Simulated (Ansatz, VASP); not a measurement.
# One calculation of V (a cell with a defect), two programs

```
V
1.0
     6.04000    0.00000    0.00000
     0.00000    6.04000    0.00000
     0.00000    0.00000    6.04000
V
17
Direct
  0.99689 0.99474 0.99529
  0.47137 0.98035 0.01155
  0.99176 0.49908 0.99082
  0.99237 0.99542 0.49448
  0.23745 0.24780 0.24465
  0.49077 0.50100 0.99094
  0.49900 0.00704 0.49499
  0.74343 0.24943 0.23305
  0.07145 0.57574 0.42933
  0.26689 0.77173 0.22069
  0.24223 0.25156 0.74262
  0.48415 0.50028 0.49393
  0.74093 0.74329 0.24688
  0.68221 0.18230 0.82365
  0.24485 0.75311 0.74824
  0.74490 0.75237 0.74360
  0.85377 0.37215 0.59698
```

Alike in both runs: functional PBE; k mesh 2 × 2 × 2; occupations fermi-dirac, width 0.15 eV; no spin polarisation.

Ansatz relaxed the structure, and its values are those at the end. VASP's run is a single point on that final structure, the one shown.

|  | VASP | Ansatz |
| --- | --- | --- |
| version | VASP 6.6.1 | Ansatz 0.2.0 |
| potentials or method | VASP PAW PBE potentials, release 64 (V_sv) | scalar-relativistic, plane waves, PAW |
| plane-wave cutoff (eV) | 520 | 420 |
| valence electrons in the cell | 221 | 221 |

|  | VASP | Ansatz | Ansatz less VASP |
| --- | --- | --- | --- |
| rms of the force components (eV/Å) | 0.028 | 0.025 | -0.0030 |

The functional is the same, so the differences come from potentials, cutoffs and numerics.

Caveats: the k mesh is coarse (spacing up to 0.52 Å⁻¹), so the values aren't converged.
